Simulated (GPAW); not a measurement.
# InAs (F-43m) in GPAW: notebook, part 3 of 3

GPAW 26.7.0. The steps go on from the part before.

## 5. Equation of state, vdW-DF2

File run.py:

```python
import spglib
from ase import Atoms
from ase.eos import EquationOfState
from ase.io import Trajectory, read
from ase.units import GPa
from gpaw import GPAW, PW

atoms = read('InAs.cif')
cell, positions, numbers = spglib.find_primitive(
    (atoms.cell[:], atoms.get_scaled_positions(), atoms.numbers), symprec=1e-4)
atoms = Atoms(numbers, cell=cell, scaled_positions=positions, pbc=True)

traj = Trajectory('eos.traj', 'w')
volumes, energies = [], []
for x in [0.94, 0.96, 0.98, 1.0, 1.02, 1.04, 1.06]:
    a = atoms.copy()
    a.set_cell(atoms.cell * x**(1 / 3), scale_atoms=True)
    calc = GPAW(mode=PW(600),
                xc={'name': 'vdW-DF2', 'backend': 'libvdwxc'},
                kpts={'size': (6, 6, 6), 'gamma': True},
                occupations={'name': 'fermi-dirac', 'width': 0.05},
                nbands=18,
                convergence={'density': 1e-05, 'energy': 1e-05},
                maxiter=150,
                txt=f'eos-{x:.2f}.txt')
    a.calc = calc
    energies.append(a.get_potential_energy(force_consistent=True))
    volumes.append(a.get_volume())
    calc.write(f'eos-{x:.2f}.gpw')
    traj.write(a)
    print(f'{x:.2f} {volumes[-1]:10.4f} A^3 {energies[-1]:14.6f} eV', flush=True)

v0, e0, B = EquationOfState(volumes, energies, eos='birchmurnaghan').fit()
print(f'V0 = {v0:.4f} A^3, E0 = {e0:.6f} eV, B0 = {B / GPa:.2f} GPa')
```

File InAs.cif:

```cif
data_InAs
_cell_length_a 6.03600000
_cell_length_b 6.03600000
_cell_length_c 6.03600000
_cell_angle_alpha 90.00000000
_cell_angle_beta 90.00000000
_cell_angle_gamma 90.00000000
_space_group_name_H-M_alt 'F-43m'
_space_group_name_Hall 'F -4 2 3'
_space_group_IT_number 216
loop_
_space_group_symop_operation_xyz
'x,y,z'
'y,-x,-z'
'-x,-y,z'
'-y,x,-z'
'x,-y,-z'
'y,x,z'
'-x,y,-z'
'-y,-x,z'
'z,x,y'
'-z,y,-x'
'z,-x,-y'
'-z,-y,x'
'-z,x,-y'
'z,y,x'
'-z,-x,y'
'z,-y,-x'
'y,z,x'
'-x,-z,y'
'-y,z,-x'
'x,-z,-y'
'-y,-z,x'
'x,z,y'
'y,-z,-x'
'-x,z,-y'
'x,y+1/2,z+1/2'
'y,-x+1/2,-z+1/2'
'-x,-y+1/2,z+1/2'
'-y,x+1/2,-z+1/2'
'x,-y+1/2,-z+1/2'
'y,x+1/2,z+1/2'
'-x,y+1/2,-z+1/2'
'-y,-x+1/2,z+1/2'
'z,x+1/2,y+1/2'
'-z,y+1/2,-x+1/2'
'z,-x+1/2,-y+1/2'
'-z,-y+1/2,x+1/2'
'-z,x+1/2,-y+1/2'
'z,y+1/2,x+1/2'
'-z,-x+1/2,y+1/2'
'z,-y+1/2,-x+1/2'
'y,z+1/2,x+1/2'
'-x,-z+1/2,y+1/2'
'-y,z+1/2,-x+1/2'
'x,-z+1/2,-y+1/2'
'-y,-z+1/2,x+1/2'
'x,z+1/2,y+1/2'
'y,-z+1/2,-x+1/2'
'-x,z+1/2,-y+1/2'
'x+1/2,y,z+1/2'
'y+1/2,-x,-z+1/2'
'-x+1/2,-y,z+1/2'
'-y+1/2,x,-z+1/2'
'x+1/2,-y,-z+1/2'
'y+1/2,x,z+1/2'
'-x+1/2,y,-z+1/2'
'-y+1/2,-x,z+1/2'
'z+1/2,x,y+1/2'
'-z+1/2,y,-x+1/2'
'z+1/2,-x,-y+1/2'
'-z+1/2,-y,x+1/2'
'-z+1/2,x,-y+1/2'
'z+1/2,y,x+1/2'
'-z+1/2,-x,y+1/2'
'z+1/2,-y,-x+1/2'
'y+1/2,z,x+1/2'
'-x+1/2,-z,y+1/2'
'-y+1/2,z,-x+1/2'
'x+1/2,-z,-y+1/2'
'-y+1/2,-z,x+1/2'
'x+1/2,z,y+1/2'
'y+1/2,-z,-x+1/2'
'-x+1/2,z,-y+1/2'
'x+1/2,y+1/2,z'
'y+1/2,-x+1/2,-z'
'-x+1/2,-y+1/2,z'
'-y+1/2,x+1/2,-z'
'x+1/2,-y+1/2,-z'
'y+1/2,x+1/2,z'
'-x+1/2,y+1/2,-z'
'-y+1/2,-x+1/2,z'
'z+1/2,x+1/2,y'
'-z+1/2,y+1/2,-x'
'z+1/2,-x+1/2,-y'
'-z+1/2,-y+1/2,x'
'-z+1/2,x+1/2,-y'
'z+1/2,y+1/2,x'
'-z+1/2,-x+1/2,y'
'z+1/2,-y+1/2,-x'
'y+1/2,z+1/2,x'
'-x+1/2,-z+1/2,y'
'-y+1/2,z+1/2,-x'
'x+1/2,-z+1/2,-y'
'-y+1/2,-z+1/2,x'
'x+1/2,z+1/2,y'
'y+1/2,-z+1/2,-x'
'-x+1/2,z+1/2,-y'
loop_
_atom_site_label
_atom_site_type_symbol
_atom_site_symmetry_multiplicity
_atom_site_Wyckoff_symbol
_atom_site_fract_x
_atom_site_fract_y
_atom_site_fract_z
_atom_site_occupancy
In1 In 4 a 0.0000000000 0.0000000000 0.0000000000 1
As1 As 4 c 0.2500000000 0.2500000000 0.2500000000 1
```

Command:

```sh
OMP_NUM_THREADS=1 python run.py
```

Run time: 63 s. Hardware: 1 thread of Arm Neoverse V2, shared host; peak memory 0.29 GiB.

Results (log left out):

```
Equilibrium volume : outside the volumes run
```

Energy against volume, from the lowest point:
| volume (Å³/atom) | energy (meV/atom) |
| --- | --- |
| 25.840 | 198.55 |
| 26.389 | 151.01 |
| 26.939 | 110.05 |
| 27.489 | 74.84 |
| 28.039 | 45.25 |
| 28.588 | 20.51 |
| 29.138 | 0.00 |

Caveat: the PAW data sets were made with another functional, which shifts forces and pressure a little.

## 6. For comparison

An earlier run on the cell as given: functional PBE; potentials or basis GPAW PAW data sets (gpaw-data 1.2.1); cutoff 600 eV; basis pw; k mesh 8 × 8 × 8; occupations fermi-dirac, width 0.05 eV; no spin polarisation.

* Pressure: 4.0 GPa
* Band gap on the k mesh: none (metal or under the smearing width)

## 7. The runs side by side

| task | level | potentials or basis | cell | k mesh | cutoff (eV) | convergence | supercell | supercell k mesh | displacement | relaxed first | gap on the mesh (eV) | pressure (GPa) |
| --- | --- | --- | --- | --- | --- | --- | --- | --- | --- | --- | --- | --- |
| gruneisen | BLYP+D3(BJ) | PAW data sets generated in the run's folder for this functional, pw | relaxed | 8 × 8 × 8 | 510 | tight_forces | 1 × 1 × 1 | 8 × 8 × 8 | 0.01 | cell | none | 0.0 |
| eps q | SCAN | GPAW PAW data sets (gpaw-data 1.2.1), pw | as given | 6 × 6 × 6 | 400 | - | - | - | - | - | none | - |
| equation of state | vdW-DF2 | GPAW PAW data sets (gpaw-data 1.2.1), pw | as given | 6 × 6 × 6 | 600 | - | - | - | - | - | - | - |
| single point | PBE | GPAW PAW data sets (gpaw-data 1.2.1), pw | as given | 8 × 8 × 8 | 600 | - | - | - | - | - | none | 4.0 |

Alike in all rows: no spin polarisation; smearing fermi-dirac 0.05 eV.

Caveats: this crystal is a semiconductor, whose small gap the functional closes, so the metal is an error of the method (some runs); the PAW data sets were made with another functional, which shifts forces and pressure a little (some runs); the cutoff is short for stress and forces, so pressures can be off by a GPa or more (some runs); the density grid can change from cell to cell, which puts small steps into energies and stress (some runs); pairwise dispersion overbinds metals, which lowers pressure and volume (some runs); response on these states lacks terms of the Hamiltonian (some runs).

Total energies depend on the potentials used, so only differences within one code and one set of settings carry meaning.

## 8. How close it comes

Step 3. Measured gap of InAs: 0.418 eV (direct; 4.2 K; a printed reference work, data compilation). This calculation gives 0.00 eV (-0.42 eV). Spin-orbit coupling on As, In is left out. The value is that of BLYP+D3(BJ) on a finite k mesh, which can miss the band edges, without temperature or zero-point motion. Semilocal functionals fall short of measured gaps as a rule.

Step 4. Measured gap of InAs: 0.418 eV (direct; 4.2 K; a printed reference work, data compilation). This calculation gives 0.00 eV (-0.42 eV). Spin-orbit coupling on As, In is left out. The value is that of SCAN on a finite k mesh, which can miss the band edges, without temperature or zero-point motion.
